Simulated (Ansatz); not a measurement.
Crystal: FeO (Wuestite).

```xyz
2
Lattice="0.0000 2.1554 2.1554 2.1554 0.0000 2.1554 2.1554 2.1554 0.0000" Properties=species:S:1:pos:R:3 pbc="T T T"
Fe    0.0000    0.0000    0.0000
O     2.1554    2.1554    2.1554
```

* Program: Ansatz 0.2.0
* Task: relaxation of cell and atoms
* Functional: PBEsol
* Dispersion: D4
* Potentials or basis: Ansatz PAW
* Cutoff: 420 eV (not typed: the program's choice for these potentials)
* k mesh: 11 × 11 × 11
* Occupations: fermi-dirac, width 0.05 eV
* Spin: collinear spin, ferromagnetic start
* Starting moments: [3.0, 0.0] μB

At the start: volume 10.01 Å³/atom.

Problem. How do energy, volume and symmetry change on relaxing?

Solution. It ends after 10 steps and the volume is 9.82 Å³/atom (-1.9 %); space group Fm-3m (No. 225, to 0.05 Å); moment 4.00 μB per cell.

Step by step:
| step | energy change (eV) | largest force (eV/Å) | volume (Å³) |
| --- | --- | --- | --- |
| 1 | 0.0000 | 0.0000 | 20.03 |
| 2 | -0.0226 | 0.0000 | 19.67 |
| 3 | -0.0227 | 0.0000 | 19.67 |
| 4 | -0.0229 | 0.0000 | 19.66 |
| 5 | -0.0231 | 0.0000 | 19.65 |
| 6 | -0.0231 | 0.0000 | 19.65 |
| 7 | -0.0231 | 0.0000 | 19.65 |
| 8 | -0.0218 | 0.0000 | 19.65 |
| 9 | -0.0218 | 0.0000 | 19.65 |
| 10 | -0.0218 | 0.0000 | 19.65 |

Final structure:
```
Fe O
1.0
     0.00000    2.14173    2.14173
     2.14173    0.00000    2.14173
     2.14173    2.14173    0.00000
Fe O
1 1
Direct
  0.00000 0.00000 0.00000
  0.50000 0.50000 0.50000
```

Caveat: the plane-wave basis is chosen anew once the cell has moved, so the energies of steps on either side of that aren't comparable; the pressure holds a Pulay correction of +0.7 GPa for the finite cutoff; a cell with one magnetic atom can't hold antiferromagnetic order, which such compounds often take; pairwise dispersion overbinds metals, which lowers pressure and volume; the PAW data sets come from PBE, with cores solved anew for the run's functional, which leaves a small shift of forces and pressure.
